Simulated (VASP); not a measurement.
Os, 2 atoms in the cell. Symmetry: P6_3/mmc, No. 194, hexagonal system. Conventional cell: a = 2.735 Å, b = 2.735 Å, c = 4.326 Å, α = 90.00°, β = 90.00°, γ = 120.00°. Os (site symmetry -6m2) is surrounded by 12 Os at 2.68 to 2.74 Å. 

```yaml
Program: VASP 6.6.1
Task: relaxation of cell and atoms
Functional: PBE
Dispersion: D3(BJ)
Potentials_or_basis: VASP PAW PBE potentials, release 64 (Os)
Cutoff: 600 eV
k_mesh: 15 × 15 × 9
Occupations: methfessel-paxton, width 0.1 eV
Spin: no spin polarisation
Further_INCAR_settings: ALGO = Normal; EDIFF = 1e-07; IBRION = 2; EDIFFG = -0.005; NSW = 90; ISIF = 3
```

Potentials or basis: VASP PAW PBE potentials, release 64 (Os).

Run with:

```console
$ cat potpaw_PBE.64/Os/POTCAR > POTCAR
$ mpirun -np 1 vasp_std > vasp.out
```

Hardware: 1 thread of Intel(R) Xeon(R) Platinum 8488C (Sapphire Rapids), on a shared host.

Task: Estimate the wall time of this run.

Result: It took 30 s on 1 thread of Intel(R) Xeon(R) Platinum 8488C (Sapphire Rapids), on a shared host, peak memory 0.2 GiB. Counts: scf iterations 14, k points 135, ion steps 1.
